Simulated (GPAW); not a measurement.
CdGeAs2:

```
Cd As Ge
1.0
    -2.98887    2.98887    5.66430
     2.98887   -2.98887    5.66430
     2.98887    2.98887   -5.66430
Cd As Ge
2 4 2
Cartesian
  0.0000 0.0000 5.6643
  2.9889 0.0000 2.8321
  1.4944 1.3224 -1.4161
  1.6665 -1.4944 7.0804
  1.4944 1.6665 4.2482
  1.3224 4.4833 1.4161
  0.0000 2.9889 2.8321
  0.0000 0.0000 0.0000
```

The cell is a database's computed one.

Base run:

```yaml
Program: GPAW 26.7.0
Functional: TB-mBJ
Potentials_or_basis: GPAW PAW data sets for LDA (gpaw-data 1.2.1)
Cutoff: 600 eV
Basis: pw
k_mesh: 4 × 4 × 4
Occupations: fermi-dirac, width 0.05 eV
Spin: no spin polarisation
```

Its results: band gap on the k mesh 0.59 eV, direct.

**Question.** The run is repeated on the same cell with these changes: functional from TB-mBJ to PBEsol; potentials or basis from GPAW PAW data sets for LDA (gpaw-data 1.2.1) to PAW data sets generated in the run's folder for this functional. What comes out?

**Answer.** Band gap on the k mesh 0.22 eV, direct.

Caveats: a model potential gives levels but no total energy (some runs); the mesh misses the band edges, which the band path finds closer together (some runs).

